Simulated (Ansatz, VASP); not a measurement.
CaSe: VASP beside Ansatz

Contents of INCAR:

```
PREC = Accurate ; ENCUT = 520
EDIFF = 1E-6 ; ISMEAR = 0
SIGMA = 0.05 ; LREAL = False
LASPH = True ; NELM = 100
ALGO = Normal ; ISIF = 2
LWAVE = False ; LCHARG = False
GGA = PE ; NBANDS = 15
```

Contents of KPOINTS:

```
Automatic mesh
0
Gamma
  8 8 8
```

POSCAR

```
CaSe
1.0
    0.0000000000      2.9560000000      2.9560000000
    2.9560000000      0.0000000000      2.9560000000
    2.9560000000      2.9560000000      0.0000000000
Ca Se
1 1
Direct
    0.0000000000      0.0000000000      0.0000000000
    0.5000000000      0.5000000000      0.5000000000
```

Input for Ansatz:

```yaml
crystal:
  lattice:
    - [0.0, 2.956, 2.956]
    - [2.956, 0.0, 2.956]
    - [2.956, 2.956, 0.0]
  atoms:
    - { symbol: Ca, position: [0.0, 0.0, 0.0] }
    - { symbol: Se, position: [0.5, 0.5, 0.5] }
basis:
  ecutwfc: 420
kpoints:
  mp_grid: { grid: [8, 8, 8] }
hamiltonian:
  xc: pbe
scf:
  occupations: { method: gaussian, width: 0.05 }
output:
  forces: true
  stress: true
  eigenvalues: true
```

Alike in both runs: task single point; functional PBE; k mesh 8 × 8 × 8; occupations gaussian, width 0.05 eV; no spin polarisation.

```csv
,VASP,Ansatz
version,VASP 6.6.1,Ansatz 0.2.0
potentials or method,"VASP PAW PBE potentials, release 64 (Ca_sv, Se)","scalar-relativistic, plane waves, PAW"
plane-wave cutoff (eV),520,420
valence electrons in the cell,16,26
```

Ansatz gave:

```
gap on the k mesh at the Fermi level (eV) : 2.03
least direct gap on the mesh (eV)         : 2.96
pressure (GPa)                            : 1.2
```

Which values does VASP return?

gap on the k mesh at the Fermi level (eV): 2.02; least direct gap on the mesh (eV): 2.96; pressure (GPa): 1.3.

The two sets of potentials don't hold the same shells in valence.

A k mesh can miss the band edges. Expect the measured gap to be larger: semilocal functionals such as PBE lack the derivative discontinuity.
